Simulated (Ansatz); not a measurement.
# BaO (Fm-3m): from the cell to its phonons, part 3 of 3

Wanted: phonon frequencies of BaO (Fm-3m) and what follows from them.

Ansatz 0.2.0; DFT LDA, scalar-relativistic, plane waves, PAW.

So far, highest frequency on the path or at a solved wavevector (cm⁻¹): step 5 (phonons on a q mesh) 405. The relaxed cell has a = 5.434 Å (conventional setting).

The database entry behind the starting cell differs from later determinations by our own check (about 0.7 % short), so it need not match the best structure at ambient conditions.

### 6. The same by displaced supercells

Finite displacements in a 2×2×2 supercell give force constants from forces alone. They are exact at the wavevectors that the supercell holds, where they check the linear-response result.

Contents of input.yaml:

```yaml
crystal:
  lattice:
    - [0.0, 2.7170090071, 2.7170090071]
    - [2.7170090071, 0.0, 2.7170090071]
    - [2.7170090071, 2.7170090071, 0.0]
  atoms:
    - { symbol: Ba, position: [0.0, 0.0, 0.0] }
    - { symbol: O, position: [0.5, 0.5, 0.5] }
kpoints:
  mp_grid: { grid: [8, 8, 8] }
hamiltonian:
  xc: lda
scf:
  occupations: { method: fixed }
output:
  eigenvalues: true
phonons:
  method: fd
  supercell: [2, 2, 2]
  temperatures: { t_max: 1000, t_step: 50 }
  qpath:
    path:
      - [[0.0, 0.0, 0.0], [0.5, 0.0, 0.5], [0.625, 0.25, 0.625]]
      - [[0.375, 0.375, 0.75], [0.0, 0.0, 0.0], [0.5, 0.5, 0.5], [0.5, 0.25, 0.75], [0.5, 0.0, 0.5]]
    npoints: 10
  non_analytic_term:
    high_frequency_dielectric_tensor: [[4.2809, 0.0, 0.0], [0.0, 4.2809, 0.0], [0.0, 0.0, 4.2809]]
    born_effective_charges:
      - { species: Ba, tensor: [[2.7982, 0.0, 0.0], [0.0, 2.7982, 0.0], [0.0, 0.0, 2.7982]] }
      - { species: O, tensor: [[-2.7982, 0.0, 0.0], [0.0, -2.7982, 0.0], [0.0, 0.0, -2.7982]] }
    source: "zone-centre run at this cell"
```

Launch:

```sh
$ ansatz run input.yaml --threads 4 --pin off --max-ram 7168MiB --backend cpu --events-out ev --progress --plain --runs-dir out
```

Numbers of over 12 decimals in the logs are rounded to 6 here.

The log of the run:

```text
[...]
Crystal: 16 atoms, lattice volume = 320.917 Å³
Basis set: ecut = 420 eV, 6231 PW (Γ)
Bands: 80, of which v1, the nominal top of the filled ones, is band 64 counted from 1 (63 counted from 0)
Symmetry: 384 space group operations
k-points: 8 of 64
[...]
SCF iter   1: F=—  HF=-50700.812636 eV  |F-HF|=—  |Δ(HF+E_count)|=         —  Δρ=2.07e-8  dr2=1.30e-12  ethr=1.00e-12  ⟨swp⟩=3.0  Hψ=1606  notcnv=0
[...]
SCF iter   2: F=-50700.812636 eV  HF=-50700.812636 eV  |F-HF|=2.18e-11  |Δ(HF+E_count)|=  7.28e-12  Δρ=1.18e-8  dr2=2.73e-13  ethr=1.00e-12  ⟨swp⟩=3.0  Hψ=1633  notcnv=0
SCF 1 converged in 2 iterations: F = -50700.812636 eV  dr2 = 2.73e-13
[...]
Symmetry: 8 space group operations
k-points: 13 of 64 (time reversal used)
[...]
SCF iter   9: F=-50700.812620 eV  HF=-50700.812620 eV  |F-HF|=7.28e-12  |Δ(HF+E_count)|=    0.00e0  Δρ=8.56e-9  dr2=2.16e-13  ethr=1.00e-12  ⟨swp⟩=5.0  Hψ=4377  notcnv=0
SCF 2 converged in 9 iterations: F = -50700.812620 eV  dr2 = 2.16e-13
[...]
SCF iter   8: F=-50700.812627 eV  HF=-50700.812627 eV  |F-HF|=7.28e-12  |Δ(HF+E_count)|=  7.28e-12  Δρ=1.66e-8  dr2=6.16e-13  ethr=1.00e-12  ⟨swp⟩=4.8  Hψ=4666  notcnv=0
SCF 3 converged in 8 iterations: F = -50700.812627 eV  dr2 = 6.16e-13
[...]
SCF converged after 2 iterations
Free energy (F): -50700.812636 eV
[...]
Internal energy: -50700.812636 eV  (E = F + TS)
E sigma→0 (E₀):  -50700.812636 eV
Fermi energy:    9.014995 eV
[...]
--- Band table (eV; the first three rows and the last of 8) ---
  k-point 0: bands = [... 60 lower, 8.6861, 9.0150, 9.0150, 9.0150, 10.6996, 10.6996, 10.6996, 12.6120, ... 12 higher]
  k-point 1: bands = [... 60 lower, 8.4752, 8.7646, 8.7646, 8.7646, 11.1701, 11.1701, 11.1701, 13.2287, ... 12 higher]
  k-point 2: bands = [... 60 lower, 8.1232, 8.1232, 8.1232, 8.1232, 12.3943, 12.3943, 12.3943, 12.3943, ... 12 higher]
  k-point 7: bands = [... 60 lower, 8.6570, 8.6570, 8.6570, 8.6570, 12.3660, 12.3660, 12.3660, 12.3660, ... 12 higher]
--- Phonons: 2 displaced members + reference (amplitude 0.0025 Å, Σ member SCF iterations 17) ---
  symmetry images taken by strict's conditions (phonons.symmetry_images: auto; settled by no image being taken that strict refuses); asymmetry of the core-correction force 7.4e-14 eV/Å at the most on a site, 5.5e-13 eV/Å summed over every site of the supercell
  ASR residual: 1.219e-4 → 0.000e0 eV/Å²; symmetrization residual: 2.200e-5 eV/Å²
  largest component of a force at the reference: 1.2e-28 eV/Å
  ASR residual per site (eV/Å²): 1.19e-5 1.22e-4
  Γ frequencies (cm⁻¹): 0.00 0.00 0.00 85.95 85.95 85.95
[...]
```

It took 21 s on 4 threads of Arm Neoverse V1, shared host; peak memory 0.9 GiB.

Numbers from this step:

* atoms in the supercell: 16
* sum-rule residual before enforcement: 1.22e-4 eV/Å²
* highest optical mode at the zone centre (no LO-TO term): 85.95 cm⁻¹
* lowest optical zone-centre mode: 85.95 cm⁻¹

Interpolated from a 2×2×2 supercell, rough between the solved points, with the LO-TO term (at Γ the limit along the path; where Γ stands inside the path, tables give the limit on arrival). The phonon branches at the labelled points (cm⁻¹):

```csv
point,branch 1,branch 2,branch 3,branch 4,branch 5,branch 6
Γ,0,0,0,86,86,405
halfway,64,64,106,170,170,335
X,72,72,118,118,132,155
halfway,73,92,127,134,151,163
U,71,114,127,149,189,223
jump to K,71,114,127,149,189,223
halfway,46,75,118,161,205,373
Γ,0,0,0,86,86,405
halfway,48,48,113,167,167,398
L,62,62,162,222,222,390
halfway,70,91,144,187,207,317
W,93,115,115,182,182,194
halfway,87,92,132,149,159,170
X,72,72,118,118,132,155
```

The phonon branches as a text plot (rows in cm⁻¹):

```
    396 |***                      ****************
    380 |   *                   **                **
    363 |    **                *                    *
    346 |                                            *
    329 |      *             **
    312 |                                             *
    295 |       *           *                          *
    278 |
    261 |        *         *                            *
    245 |
    228 |                 *  **                  ***
    211 |         **     * **  **              **  ****  *
    194 |                 *                  **      **** **
    177 |      *    *   **  **** *                     *******
    160 |    ** **   ***   *    * **        *  ******       *****
    143 |   *     **   ****      *         *  *      ***      *
    127 |  *     **************** ***     *  *          *  ******
    110 |      **    *  *** *    *  *    *  *           *****
     93 |**  **        *     ***     ****  *          ** ******
     76 |   *   ***********     * **      *        ******      **
     59 |  * ***           ***** *  *        *********
     42 |   *                   *****    ****
     25 | **                        **  **
      8 |*                           ****
         Γ           X  U|K            Γ         L        W     X
```

The phonon density of states has structure finer than the step of the table below, so its rows give means over 20 cm⁻¹, whole bins alone (the curve runs from 2.5 to 408 cm⁻¹). Peaks (cm⁻¹: height): 72.5: 0.0510, 132.5: 0.0603, 167.5: 0.0426.

Tetrahedra on a 20×20×20 mesh, mean over bins of 5 cm-1. Interpolated from a 2×2×2 supercell, rough between the solved points. Table of phonon density of states by wavenumber; means over each step:

wavenumber (cm⁻¹), phonon density of states (1/cm⁻¹/cell) and a bar:
```
       20     0.0009 
       40     0.0077 #####
       60     0.0350 ###########################
       80     0.0390 ##############################
      100     0.0207 ################
      120     0.0222 #################
      140     0.0327 #########################
      160     0.0293 ######################
      180     0.0300 #######################
      200     0.0251 ###################
      220     0.0142 ##########
      240     0.0032 ##
      260     0.0036 ##
      280     0.0041 ###
      300     0.0045 ###
      320     0.0051 ###
      340     0.0057 ####
      360     0.0065 ####
      380     0.0074 #####
```

At Γ the two methods differ by at most 0.0 cm⁻¹.

### 7. Outcome

```
space group after relaxation (within 0.01 Å)            : Fm-3m
volume per atom                                         : 20.1 Å³
gap on the k-mesh                                       : 1.68 eV
highest optical mode at the zone centre (no LO-TO term) : 85.9 cm⁻¹
top of the zone-centre spectrum with the field          : 405 cm⁻¹
lowest optical zone-centre mode                         : 85.9 cm⁻¹
mean high-frequency dielectric constant                 : 4.28
mean static dielectric constant                         : 95.0
largest Born charge (third of the trace)                : 2.80 e
lowest mode on the q mesh (acoustic modes at Γ apart)   : 47.0 cm⁻¹
highest frequency on the path or at a solved wavevector : 405 cm⁻¹
zero-point energy per atom                              : 29.4 meV
heat capacity at 300 K                                  : 23.5 J/(mol atoms K)
vibrational entropy at 300 K                            : 36.4 J/(mol atoms K)
Debye temperature (second moment)                       : 337 K
imaginary modes on the 4×4×4 q mesh                     : none
```

The structure is a minimum as far as tested: no mode is imaginary at the 8 irreducible wavevectors of the 4×4×4 mesh, and the softest away from the acoustic zeros lies at 47 cm⁻¹. Without the field, the optical modes at Γ form one degenerate level at 86 cm⁻¹. The highest mode in this list at Γ, 85.9 cm⁻¹, is mostly motion of O (90 % of the kinetic energy). With the macroscopic field of the longitudinal modes the top of the zone-centre spectrum lies at 405 cm⁻¹, against 86 cm⁻¹ without it. Lattice motion raises the mean dielectric constant from 4.281 to 95.04. The strongest infrared line is at 86 cm⁻¹. Finite displacements and linear response differ by 0.0 cm⁻¹ in the highest zone-centre mode. Spin-orbit coupling is left out, which can matter for the heavy elements here. These are harmonic frequencies at zero temperature: anharmonic shifts, linewidths and thermal expansion are left out.

[Logs are printed without paths, hosts, clocks, repeated set-up lines and the standing remarks that a program may print on its own settings, such as how far it seeks lower states.]

[Hosts, paths, dates, database ids (printed as entryN), source tags and the programs' standing remarks are cut or masked in the printed files.]
